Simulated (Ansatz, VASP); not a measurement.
# ZrC in VASP and in Ansatz

File INCAR:

```
ALGO = Normal
EDIFF = 1E-7
ENCUT = 520
GGA = PE
GGA_COMPAT = F
ISIF = 2
ISMEAR = -1
LASPH = T
LCHARG = F
LMAXMIX = 4
LNONCOLLINEAR = T
LORBIT = 11
LORBMOM = T
LREAL = F
LSORBIT = T
LWAVE = F
MAGMOM = 0 0 0 0 0 0
NBANDS = 28
NELM = 150
PREC = Accurate
SIGMA = 0.05
```

Contents of KPOINTS:

```
k-points
0
Gamma
  14 14 14
```

POSCAR

```
ZrC
1.0
    0.0000000000      2.3543090120      2.3543090120
    2.3543090120      0.0000000000      2.3543090120
    2.3543090120      2.3543090120      0.0000000000
Zr C
1 1
Direct
    0.0000000000      0.0000000000      0.0000000000
    0.5000000000      0.5000000000      0.5000000000
```

Input for Ansatz:

```yaml
crystal:
  lattice:
    - [0.0, 2.354309012, 2.354309012]
    - [2.354309012, 0.0, 2.354309012]
    - [2.354309012, 2.354309012, 0.0]
  atoms:
    - { symbol: Zr, position: [0.0, 0.0, 0.0] }
    - { symbol: C, position: [0.5, 0.5, 0.5] }
kpoints:
  mp_grid: { grid: [14, 14, 14] }
  band_path:
    path:
      - [0.0, 0.0, 0.0]
      - [0.5, 0.0, 0.5]
      - [0.625, 0.25, 0.625]
      - [0.375, 0.375, 0.75]
      - [0.0, 0.0, 0.0]
      - [0.5, 0.5, 0.5]
      - [0.5, 0.25, 0.75]
      - [0.5, 0.0, 0.5]
    npoints: 5
scf:
  occupations: { method: fermi_dirac, width: 0.05 }
hamiltonian:
  xc: pbe
  pseudopotentials: { kind: all_electron, lapw: { basis_error: 0.0005 } }
output:
  forces: true
  stress: true
  eigenvalues: true
magnetization:
  noncollinear: true
  spin_orbit: true
```

Alike in both runs: task single point; functional PBE; k mesh 14 × 14 × 14; occupations fermi-dirac, width 0.05 eV; non-collinear spin, spin-orbit coupling.

|  | VASP | Ansatz |
| --- | --- | --- |
| version | VASP 6.6.1 | Ansatz 0.2.0 |
| potentials or method | VASP PAW PBE potentials, release 64 (Zr_sv, C) | all-electron LAPW |
| plane-wave cutoff (eV) | 520 | see its input |

VASP gave:

* pressure (GPa): 0.2
* net moment per atom (μB): 0.00

Question: What did Ansatz give for the same quantities?

Answer: Pressure (GPa): 0.0; net moment per atom (μB): 0.00.

Ansatz ran all-electron here, so the differences hold the error of VASP's frozen core and of both bases.
